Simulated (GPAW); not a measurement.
Rb in GPAW: convergence with plane-wave cutoff (eV)

Crystal: Rb.

```
CELL_PARAMETERS angstrom
-2.95451 2.95451 2.73085
2.95451 -2.95451 2.73085
2.95451 2.95451 -2.73085
ATOMIC_POSITIONS crystal
Rb 0.00000 0.00000 0.00000
```

This isn't the form of Rb at room conditions, which is bcc.

```yaml
Program: GPAW 26.7.0
Task: convergence study
Functional: PBE
Potentials_or_basis: JTH PAW 2.0, PBE
Cutoff: 200 eV
Basis: pw
k_mesh: 5 × 5 × 5
Occupations: fermi-dirac, width 0.05 eV
Spin: no spin polarisation
```

These are the settings of the first run; the series varies plane-wave cutoff (eV), with any setting tied to it.

Hardware: 1 thread of AMD EPYC 7R13 Processor (Zen 3), on a shared host.

Q: The values tried are 200, 250, 300, 350, 400, 500, 600, 800, 1000, loosest first. From which on does the pressure stay within 0.1 GPa of the tightest run that finished?

A: From 600 on.

| plane-wave cutoff (eV) | energy less the tightest run, at zero smearing (meV/atom) | pressure (GPa) | SCF cycles | CPU time (s) | peak memory (GiB) |
| --- | --- | --- | --- | --- | --- |
| 200 | -116.01 | -2.09 | 9 | 3.4 | 0.12 |
| 250 | -256.38 | 0.83 | 9 | 3.3 | 0.13 |
| 300 | -87.84 | 1.16 | 10 | 3.5 | 0.13 |
| 350 | -3.05 | -0.02 | 9 | 5.1 | 0.14 |
| 400 | -13.65 | -0.30 | 10 | 5.6 | 0.14 |
| 500 | -30.09 | 0.09 | 9 | 7.7 | 0.16 |
| 600 | -3.01 | -0.04 | 10 | 8.6 | 0.17 |
| 800 | -5.78 | -0.10 | 10 | 14 | 0.21 |
| 1000 | 0.00 | -0.12 | 10 | 17 | 0.25 |

Not settled before the last step: the energy (to 1 meV/atom). The tightest run that finished is the yardstick and may itself not be fully converged.

Caveat, for the tightest run too: the program truncates these outside data sets.
